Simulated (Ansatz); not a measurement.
The cell below derives from a database structure.

Input and command of a plane-wave DFT calculation in Ansatz:

```yaml
crystal:
  lattice:
    - [1.9231070198, 1.1103063572, 9.4492380393]
    - [-1.9231070198, 1.1103063572, 9.4492380393]
    - [0.0, -2.2206127094, 9.4492380399]
  atoms:
    - { symbol: Zn, position: [3.37515e-05, 3.37515e-05, 3.37515e-05] }
    - { symbol: Zn, position: [0.7777459705, 0.7777459705, 0.7777459705] }
    - { symbol: Zn, position: [0.5554676347, 0.5554676347, 0.5554676347] }
    - { symbol: S, position: [0.9167049405, 0.9167049405, 0.9167049405] }
    - { symbol: S, position: [0.4721473926, 0.4721473926, 0.4721473926] }
    - { symbol: S, position: [0.6945743103, 0.6945743103, 0.6945743103] }
basis:
  ecutwfc: 420
kpoints:
  mp_grid: { grid: [12, 12, 12] }
hamiltonian:
  xc: pbe
scf:
  occupations: { method: fixed }
output:
  forces: true
  stress: true
  eigenvalues: true
relax:
  adjacent_minimum: "off"
  f_tol: 0.001
  max_steps: 60
  cell: { stress_tol: 0.01 }
```

```bash
ansatz run input.yaml --threads 1 --pin off --max-ram 2560MiB --backend cpu --events-out ev --progress --plain --runs-dir out
```

Processor: Arm Neoverse V2, 1 thread, on a host shared with other jobs.

Q: How long does it run, and how much memory does it take?

A: About 4.7 min, peak memory 0.77 GiB. It solves 33 bands at 189 k points (after reduction by symmetry) with about 2365 plane waves (on the last cell), in 22 SCF iterations over 4 ionic steps.
